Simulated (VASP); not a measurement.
Write the native input for VASP 6.6.1 that does the following.

- Task: single point
- Functional: PBE
- Potentials or basis: VASP PAW PBE potentials, release 64 (Sr_sv, Cl)
- Cutoff: 520 eV
- k mesh: 6 × 6 × 6
- Occupations: gaussian, width 0.05 eV
- Spin: no spin polarisation
- Dipole correction: no
- Further INCAR settings: ALGO = Normal; EDIFF = 1e-07; NBANDS = 19

The structure of SrCl2 lies in POSCAR:

```
SrCl2
1.0
    0.0000000000      3.3809350000      3.4855000000
    3.5900650000      0.0000000000      3.4855000000
    3.5900650000      3.3809350000      0.0000000000
Sr Cl
1 2
Direct
    0.0000000000      0.0000000000      0.0000000000
    0.2500000000      0.2500000000      0.2500000000
    0.7500000000      0.7500000000      0.7500000000
```

The cell isn't the ideal one: strain +0.0300 x Voigt [1, -1, 0, 0, 0, 0], atoms carried along.

One way to write it, as run:

INCAR

```
SYSTEM = SrCl2
ALGO = Normal
EDIFF = 1E-7
ENCUT = 520
GGA = PE
ISIF = 2
ISMEAR = 0
LASPH = .TRUE.
LCHARG = .FALSE.
LREAL = .FALSE.
LWAVE = .FALSE.
NBANDS = 19
NELM = 100
PREC = Accurate
SIGMA = 0.05
```

KPOINTS

```
k-points
0
G
  6 6 6
  0 0 0
```

Potentials or basis: VASP PAW PBE potentials, release 64 (Sr_sv, Cl).

Command:

```bash
$ cat potpaw_PBE.64/Sr_sv/POTCAR potpaw_PBE.64/Cl/POTCAR > POTCAR
$ mpirun -np 1 vasp_std > vasp.out
```

Results of the run:

```json
{
 "Pressure": "1.2 GPa",
 "Band gap on the k mesh": "5.06 eV, indirect (least direct gap 5.29 eV)"
}
```

Wall time 50 s on 1 thread of AMD EPYC 9R14 (Zen 4), with other jobs on the host, peak memory 0.23 GiB.
